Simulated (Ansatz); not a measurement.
SnSe: what symmetry allows forces and stress to be

```
Sn Se
1.0
     4.28533    0.00000    0.00000
     0.00000    4.28533    0.00000
     0.00000    0.00000   10.99069
Sn Se
2 2
Direct
  0.50000 0.00000 0.37223
  0.00000 0.50000 0.62777
  0.50000 0.00000 0.61604
  0.00000 0.51050 0.38396
```

Theory: DFT PBE, scalar-relativistic, plane waves, PAW in Ansatz 0.2.0.

Cutoff 420 eV; k points 6×6×4 on the computed 4-atom cell (Γ-centred); Gaussian smearing, width 0.02 eV; no spin polarisation.

This distorted cell has space group Pm, with 2 operations.

Problem. Without a calculation: in which directions can each atom feel a force?

Solution. A force must be left unchanged by every operation that keeps its atom in place, so it lies in the space that those operations leave fixed. Atoms that the group maps onto each other feel forces of one size.
```
atom site symmetry operations at the site equivalent to atom allowed force (Cartesian)
 Sn1              m                       2                   1  in the plane normal to (1.00, 0.00, 0.00)
 Sn2              m                       2                   2  in the plane normal to (1.00, 0.00, 0.00)
 Se3              m                       2                   3  in the plane normal to (1.00, 0.00, 0.00)
 Se4              m                       2                   4  in the plane normal to (1.00, 0.00, 0.00)
```

That leaves 8 independent force components of 12, tied by 2 conditions that the forces sum to zero, so 6 remain. A relaxation in this cell that keeps the symmetry moves the atoms in these directions alone.

Problem. And the stress tensor?

Solution. It must be invariant under the point group, which leaves 4 independent components: xz, xy vanish.

Problem. Do the computed values obey this?

Solution. Yes. Forces (eV/Å):
```
Sn1  0.000  0.007 -0.142
Sn2  0.000 -0.016  0.141
Se3  0.000  0.069  0.252
Se4  0.000 -0.060 -0.251
```

Stress (GPa, compression positive, xx yy zz yz xz xy): 0.52 0.52 0.82 0.10 0.00 0.00. The program imposes the same operations on density, forces and stress, so this confirms the analysis and is no independent test of the calculation.

The cell holds layers, and where no dispersion correction was added their binding is poorly described.

This form isn't the usual stable structure of the compound.